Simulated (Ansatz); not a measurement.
# HfN: the crystal squeezed far

Aim: compress HfN (CsCl type) step by step, far beyond the usual range, and follow pressure and electronic structure. The runs shown use LAPW, crystal datasets and norm-conserving. Companion runs by PAW are cited. Its runs: the reference run (LAPW); volume scaled by 1 (crystal datasets and norm-conserving); volume scaled by 0.94 (LAPW); volume scaled by 0.88 (LAPW and crystal datasets); volume scaled by 0.8 (LAPW and crystal datasets); volume scaled by 0.72 (LAPW); volume scaled by 0.64 (LAPW and norm-conserving); volume scaled by 0.55 (LAPW, crystal datasets and norm-conserving).

Program: Ansatz 0.2.0. Level of theory: DFT PBE, with the methods named in each step. These are calculated values, not measurements.

## (1) Starting point

Symmetry: Pm-3m, No. 221, cubic system. Conventional cell: a = 2.825 Å, b = 2.825 Å, c = 2.825 Å, α = 90.00°, β = 90.00°, γ = 90.00°. Around Hf (site symmetry m-3m) lie 8 N at 2.45 Å. N (site symmetry m-3m) has 8 Hf at 2.45 Å as nearest neighbours.

Coordinates:

```cif
data_structure
_symmetry_space_group_name_H-M 'P 1'
_symmetry_Int_Tables_number 1
_cell_length_a 2.8251
_cell_length_b 2.8251
_cell_length_c 2.8251
_cell_angle_alpha 90.000
_cell_angle_beta 90.000
_cell_angle_gamma 90.000
_cell_volume 22.55
loop_
_atom_site_label
_atom_site_type_symbol
_atom_site_fract_x
_atom_site_fract_y
_atom_site_fract_z
_atom_site_occupancy
Hf1 Hf 0.00000 0.00000 0.00000 1
N1 N 0.50000 0.50000 0.50000 1
```

Whether this phase is the stable one at these pressures isn't tested.

Atoms are numbered in the order of the input: Hf1, N2.

## (2) The reference volume, LAPW

Input file input.yaml:

```yaml
crystal:
  lattice:
    - [2.8251189566, 0.0, 0.0]
    - [0.0, 2.8251189566, 0.0]
    - [0.0, 0.0, 2.8251189566]
  atoms:
    - { symbol: Hf, position: [0.0, 0.0, 0.0] }
    - { symbol: "N", position: [0.5, 0.5, 0.5] }
kpoints:
  mp_grid: { grid: [14, 14, 14] }
  band_path:
    path:
      - [0.0, 0.0, 0.0]
      - [0.0, 0.5, 0.0]
      - [0.5, 0.5, 0.0]
      - [0.0, 0.0, 0.0]
      - [0.5, 0.5, 0.5]
      - [0.0, 0.5, 0.0]
      - [0.5, 0.5, 0.5]
      - [0.5, 0.5, 0.0]
    npoints: 14
scf:
  occupations: { method: fermi_dirac, width: 0.05 }
hamiltonian:
  xc: pbe
  pseudopotentials: { kind: all_electron, lapw: { basis_error: 0.001 } }
output:
  forces: true
  stress: true
  eigenvalues: true
  populations: true
  dos: { projected: true, de: 0.2, e_range: [-14, 8] }
```

Launch:

```bash
$ ansatz run input.yaml --threads 1 --pin off --max-ram 2048MiB --backend cpu --events-out ev --progress --plain --runs-dir out
```

## (3) Volume scaled by 1, crystal datasets

Input file input.yaml:

```yaml
crystal:
  lattice:
    - [2.8251189566, 0.0, 0.0]
    - [0.0, 2.8251189566, 0.0]
    - [0.0, 0.0, 2.8251189566]
  atoms:
    - { symbol: Hf, position: [0.0, 0.0, 0.0] }
    - { symbol: "N", position: [0.5, 0.5, 0.5] }
kpoints:
  mp_grid: { grid: [14, 14, 14] }
scf:
  occupations: { method: fermi_dirac, width: 0.05 }
hamiltonian:
  xc: pbe
  pseudopotentials: { kind: all_electron, datasets: crystal }
output:
  forces: true
  stress: true
  eigenvalues: true
```

## (4) Volume scaled by 1, norm-conserving

Edit input.yaml of step 3 so:

```diff
@@ -14,3 +14,3 @@
   xc: pbe
-  pseudopotentials: { kind: all_electron, datasets: crystal }
+  pseudopotentials: { kind: nc }
 output:
```

## (5) Volume scaled by 0.94, LAPW

Input file input.yaml:

```yaml
crystal:
  lattice:
    - [2.7674472854, 0.0, 0.0]
    - [0.0, 2.7674472854, 0.0]
    - [0.0, 0.0, 2.7674472854]
  atoms:
    - { symbol: Hf, position: [0.0, 0.0, 0.0] }
    - { symbol: "N", position: [0.5, 0.5, 0.5] }
kpoints:
  mp_grid: { grid: [14, 14, 14] }
scf:
  occupations: { method: fermi_dirac, width: 0.05 }
hamiltonian:
  xc: pbe
  pseudopotentials: { kind: all_electron, lapw: { basis_error: 0.001 } }
output:
  forces: true
  stress: true
  eigenvalues: true
  populations: true
```

## (6) Volume scaled by 0.88, LAPW

Edit input.yaml of step 5 so:

```diff
@@ -2,5 +2,5 @@
   lattice:
-    - [2.7674472854, 0.0, 0.0]
-    - [0.0, 2.7674472854, 0.0]
-    - [0.0, 0.0, 2.7674472854]
+    - [2.7072662135, 0.0, 0.0]
+    - [0.0, 2.7072662135, 0.0]
+    - [0.0, 0.0, 2.7072662135]
   atoms:
```

## (7) Volume scaled by 0.88, crystal datasets

Edit input.yaml of step 6 so:

```diff
@@ -14,3 +14,3 @@
   xc: pbe
-  pseudopotentials: { kind: all_electron, lapw: { basis_error: 0.001 } }
+  pseudopotentials: { kind: all_electron, datasets: crystal }
 output:
@@ -19,2 +19 @@
   eigenvalues: true
-  populations: true
```

## (8) Volume scaled by 0.8, LAPW

Input file input.yaml:

```yaml
crystal:
  lattice:
    - [2.6226081206, 0.0, 0.0]
    - [0.0, 2.6226081206, 0.0]
    - [0.0, 0.0, 2.6226081206]
  atoms:
    - { symbol: Hf, position: [0.0, 0.0, 0.0] }
    - { symbol: "N", position: [0.5, 0.5, 0.5] }
kpoints:
  mp_grid: { grid: [14, 14, 14] }
scf:
  occupations: { method: fermi_dirac, width: 0.05 }
hamiltonian:
  xc: pbe
  pseudopotentials: { kind: all_electron, lapw: { basis_error: 0.001 } }
output:
  forces: true
  stress: true
  eigenvalues: true
  populations: true
```

## (9) Volume scaled by 0.8, crystal datasets

Edit input.yaml of step 8 so:

```diff
@@ -14,3 +14,3 @@
   xc: pbe
-  pseudopotentials: { kind: all_electron, lapw: { basis_error: 0.001 } }
+  pseudopotentials: { kind: all_electron, datasets: crystal }
 output:
@@ -19,2 +19 @@
   eigenvalues: true
-  populations: true
```

## (10) Volume scaled by 0.72, LAPW

Input file input.yaml:

```yaml
crystal:
  lattice:
    - [2.5321003004, 0.0, 0.0]
    - [0.0, 2.5321003004, 0.0]
    - [0.0, 0.0, 2.5321003004]
  atoms:
    - { symbol: Hf, position: [0.0, 0.0, 0.0] }
    - { symbol: "N", position: [0.5, 0.5, 0.5] }
kpoints:
  mp_grid: { grid: [14, 14, 14] }
scf:
  occupations: { method: fermi_dirac, width: 0.05 }
hamiltonian:
  xc: pbe
  pseudopotentials: { kind: all_electron, lapw: { basis_error: 0.001 } }
output:
  forces: true
  stress: true
  eigenvalues: true
  populations: true
```

## (11) Volume scaled by 0.64, LAPW

Edit input.yaml of step 10 so:

```diff
@@ -2,5 +2,5 @@
   lattice:
-    - [2.5321003004, 0.0, 0.0]
-    - [0.0, 2.5321003004, 0.0]
-    - [0.0, 0.0, 2.5321003004]
+    - [2.4346137135, 0.0, 0.0]
+    - [0.0, 2.4346137135, 0.0]
+    - [0.0, 0.0, 2.4346137135]
   atoms:
```

## (12) Volume scaled by 0.64, norm-conserving

Edit input.yaml of step 11 so:

```diff
@@ -14,3 +14,3 @@
   xc: pbe
-  pseudopotentials: { kind: all_electron, lapw: { basis_error: 0.001 } }
+  pseudopotentials: { kind: nc }
 output:
@@ -19,2 +19 @@
   eigenvalues: true
-  populations: true
```

## (13) Volume scaled by 0.55, LAPW

Input file input.yaml:

```yaml
crystal:
  lattice:
    - [2.3146800532, 0.0, 0.0]
    - [0.0, 2.3146800532, 0.0]
    - [0.0, 0.0, 2.3146800532]
  atoms:
    - { symbol: Hf, position: [0.0, 0.0, 0.0] }
    - { symbol: "N", position: [0.5, 0.5, 0.5] }
kpoints:
  mp_grid: { grid: [14, 14, 14] }
  band_path:
    path:
      - [0.0, 0.0, 0.0]
      - [0.0, 0.5, 0.0]
      - [0.5, 0.5, 0.0]
      - [0.0, 0.0, 0.0]
      - [0.5, 0.5, 0.5]
      - [0.0, 0.5, 0.0]
      - [0.5, 0.5, 0.5]
      - [0.5, 0.5, 0.0]
    npoints: 8
scf:
  occupations: { method: fermi_dirac, width: 0.05 }
hamiltonian:
  xc: pbe
  pseudopotentials: { kind: all_electron, lapw: { basis_error: 0.001 } }
output:
  forces: true
  stress: true
  eigenvalues: true
  populations: true
  dos: { projected: true, de: 0.2, e_range: [-14, 8] }
```

## (14) Volume scaled by 0.55, crystal datasets

Input file input.yaml:

```yaml
crystal:
  lattice:
    - [2.3146800532, 0.0, 0.0]
    - [0.0, 2.3146800532, 0.0]
    - [0.0, 0.0, 2.3146800532]
  atoms:
    - { symbol: Hf, position: [0.0, 0.0, 0.0] }
    - { symbol: "N", position: [0.5, 0.5, 0.5] }
kpoints:
  mp_grid: { grid: [14, 14, 14] }
scf:
  occupations: { method: fermi_dirac, width: 0.05 }
hamiltonian:
  xc: pbe
  pseudopotentials: { kind: all_electron, datasets: crystal }
output:
  forces: true
  stress: true
  eigenvalues: true
```

## (15) Volume scaled by 0.55, norm-conserving

Edit input.yaml of step 14 so:

```diff
@@ -14,3 +14,3 @@
   xc: pbe
-  pseudopotentials: { kind: all_electron, datasets: crystal }
+  pseudopotentials: { kind: nc }
 output:
```

(Steps that only read results are left out.)

Before running it: what results should come out? Wanted: LAPW pressure at 0.55 of the volume; PAW pressure at 0.55 of the volume; crystal datasets pressure at 0.55 of the volume; norm-conserving pressure at 0.55 of the volume; fitted bulk modulus at zero pressure.

**Answer**, as computed:

| quantity | value |
| --- | --- |
| LAPW pressure at 0.55 of the volume | 499.5 GPa |
| PAW pressure at 0.55 of the volume | 498.1 GPa |
| PAW (cutoff 300 eV) pressure at 0.55 of the volume | 513.4 GPa |
| crystal datasets pressure at 0.55 of the volume | 499.5 GPa |
| norm-conserving pressure at 0.55 of the volume | 499.9 GPa |
| fitted bulk modulus at zero pressure (LAPW) | 236 GPa |
| its pressure derivative | 4.18 |

At 0.55 of the starting volume LAPW gives 499 GPa. One third-order Birch-Murnaghan curve follows these points (B₀ = 236 GPa, B′ = 4.18, misfit at most 0.68 GPa). A fit over so wide a range leans to the high pressures, so B₀ can be off by several per cent. Where LAPW's pressure is over 3 GPa, PAW's departs from it by at most 0.9 %, at 0.94 of the volume. The ions are at rest, and the electrons smeared by 0.05 eV. Spin-orbit coupling is left out, though the cell holds Hf; in elements this heavy it can shift bands and gaps by tenths of an eV. HfN has an odd count of electrons, so a run without spin can force a false metal and spoil its energy.
